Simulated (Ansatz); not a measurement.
**Molecular dynamics of WC**

Input file:

```yaml
accuracy: low
crystal:
  lattice:
    - [-3.026775, -5.242528, 0.0]
    - [4.540163, -2.621264, 0.0]
    - [0.0, 0.0, 5.923637]
  atoms:
    - { symbol: W, position: [0.74399889, 0.4731576, -3.161e-05] }
    - { symbol: C, position: [0.48356993, 0.70391115, 0.26601534] }
    - { symbol: W, position: [0.76568961, 0.52217065, 0.49761149] }
    - { symbol: C, position: [0.52038952, 0.65473015, 0.74564058] }
    - { symbol: W, position: [0.48267138, -0.01022489, -0.01972035] }
    - { symbol: C, position: [0.2159896, 0.2064197, 0.27138201] }
    - { symbol: W, position: [0.49931224, -0.01561794, 0.48914091] }
    - { symbol: C, position: [0.30045771, 0.20396175, 0.7934982] }
    - { symbol: W, position: [0.25216755, 0.51897834, 0.00470533] }
    - { symbol: C, position: [0.00383651, 0.66108304, 0.28649785] }
    - { symbol: W, position: [0.23726344, 0.48940136, 0.5032329] }
    - { symbol: C, position: [-0.01761763, 0.66242654, 0.76841822] }
    - { symbol: W, position: [0.00680585, 0.02796598, 0.0142207] }
    - { symbol: C, position: [0.73009841, 0.18372007, 0.24856528] }
    - { symbol: W, position: [0.01118829, -0.01303148, 0.50260977] }
    - { symbol: C, position: [0.77709327, 0.16728985, 0.74596372] }
basis:
  ecutwfc: 420.0
kpoints:
  mp_grid: { grid: [2, 2, 2] }
hamiltonian:
  xc: pbe
  dispersion: d3bj
  pseudopotentials: { kind: paw, azcp: { folder: soft_1 } }
scf:
  occupations: { method: fermi_dirac, width: 0.17 }
  lower_state_search: "off"
md:
  timestep: 1
  n_steps: 230
  ensemble: nvt_nose_hoover
  temperature: 1200.0
  initial_velocities: maxwell_boltzmann
  seed: 519405
  nose_hoover: { tau: 100.0, chain_length: 5 }
```

Run as:

```bash
$ ansatz run input.yaml --threads 1 --pin off --max-ram 3072MiB --backend cpu --events-out ev --progress --plain --runs-dir out
```

It goes on from the last frame of an earlier run, with new velocities.

Output, in part (step lines):

```
md step     0: t =     0.00 fs  T =  1200.0 K  F+E_penalty+E_count = -85097.13799116 eV  E_kin = 2.326680 eV  conserved = -85094.81131118 eV  (9 SCF iters)
[... lines left out ...]
```

The steps, from the saved trajectory:

```tsv
time (fs)	T (K)	potential energy less start (eV)	conserved less start (meV/atom)
0	1200	0.000	0.00
7	1318	-0.230	-0.06
14	1695	-0.966	-0.12
21	1897	-1.376	-0.16
28	1752	-1.131	-0.08
35	1719	-1.120	-0.12
42	1649	-1.049	-0.14
49	1403	-0.642	-0.05
56	1395	-0.697	-0.08
63	1510	-1.003	-0.14
70	1456	-0.990	-0.13
77	1275	-0.728	-0.11
84	1135	-0.537	-0.10
91	1153	-0.645	-0.09
98	1304	-1.019	-0.17
105	1240	-0.976	-0.14
112	1162	-0.898	-0.06
119	1454	-1.541	-0.14
126	1701	-2.118	-0.23
133	1469	-1.769	-0.18
140	1198	-1.322	-0.07
147	1400	-1.789	-0.20
154	1524	-2.107	-0.21
161	1363	-1.869	-0.20
168	1038	-1.290	-0.12
175	940	-1.134	-0.12
182	1093	-1.458	-0.17
189	1215	-1.720	-0.21
196	1083	-1.483	-0.21
203	779	-0.903	-0.11
210	795	-0.938	-0.11
217	1129	-1.586	-0.19
224	1318	-1.948	-0.20
```

The run went to its last step. The conserved energy stayed within 0.24 meV per atom of its start (net change -0.18 meV per atom), so the integration is sound. A run of 0.23 ps of so small a system gives no equilibrium averages. Limits of this set-up: coarse k mesh, low accuracy level.

Mean squared displacements from the first frame to the last, about the centre of mass: W 0.02 Å², C 0.10 Å².

Last frame:

```xyz
16
Lattice="-3.0268 -5.2425 0.0000 4.5402 -2.6213 0.0000 0.0000 0.0000 5.9236" Properties=species:S:1:pos:R:3
W -0.062 -5.154 -0.025
C 1.529 -4.375 1.509
W -0.025 -5.205 2.974
C 1.577 -4.268 4.375
W -1.510 -2.579 -0.056
C 0.052 -1.793 1.385
W -1.544 -2.688 2.858
C 0.104 -1.778 4.368
W 1.544 -2.714 0.048
C 3.114 -1.645 1.459
W 1.407 -2.624 3.021
C 3.041 -1.986 4.542
W 0.191 0.014 0.006
C -1.460 -4.386 1.413
W -0.034 -0.019 3.043
C -1.418 -4.275 4.298
```

The run took 16 min on 1 thread of Arm Neoverse V2, on a shared host, peak memory 0.62 GiB.
